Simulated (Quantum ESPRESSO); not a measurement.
Nb:

```
CELL_PARAMETERS angstrom
0.00000 2.11500 2.11500
2.11500 0.00000 2.11500
2.11500 2.11500 0.00000
ATOMIC_POSITIONS crystal
Nb 0.00000 0.00000 0.00000
```

This isn't the form of Nb at room conditions, which is bcc.

```yaml
Program: Quantum ESPRESSO 7.5
Task: relaxation of cell and atoms
Functional: PBEsol
Dispersion: rVV10
Potentials_or_basis: GBRV 1.5 PBEsol
Cutoff: 612 eV
Density_cutoff: 4898 eV
k_mesh: 11 × 11 × 11
Occupations: fermi-dirac, width 0.05 eV
Spin: no spin polarisation
```

At the start: pressure -10.9 GPa; volume 18.92 Å³/atom.

Q: How do energy, volume and symmetry change on relaxing?

A: Over 14 steps the energy falls by 41.1 meV/atom and the volume is 17.72 Å³/atom (-6.4 %); space group Fm-3m (No. 225, to 0.05 Å).

Step by step:
```
step  energy change (eV)  largest force (eV/Å)  pressure (GPa)  volume (Å³)
   1              0.0000                0.0000          -10.86        18.92
   2             -0.0343                0.0000           -4.91        18.21
   3             -0.0324                0.0000            5.33        17.23
   4             -0.0348                0.0000            4.46        17.30
   5             -0.0382                0.0000            2.89        17.44
   6             -0.0407                0.0000            0.92        17.62
   7             -0.0409                0.0000           -1.13        17.82
   8             -0.0410                0.0000           -1.08        17.81
   9             -0.0410                0.0000           -1.00        17.80
  10             -0.0410                0.0000           -0.88        17.79
  11             -0.0411                0.0000           -0.72        17.78
  12             -0.0411                0.0000           -0.54        17.76
  13             -0.0411                0.0000           -0.33        17.74
  14             -0.0411                0.0000           -0.11        17.72
```

Final structure:
```yaml
crystal:
  lattice:
    - [0.00000, 2.06920, 2.06920]
    - [2.06920, 0.00000, 2.06920]
    - [2.06920, 2.06920, 0.00000]
  atoms:
    - { symbol: Nb, position: [0.00000, 0.00000, 0.00000] }
```

Caveat: rVV10's parameter b was fitted to another functional.
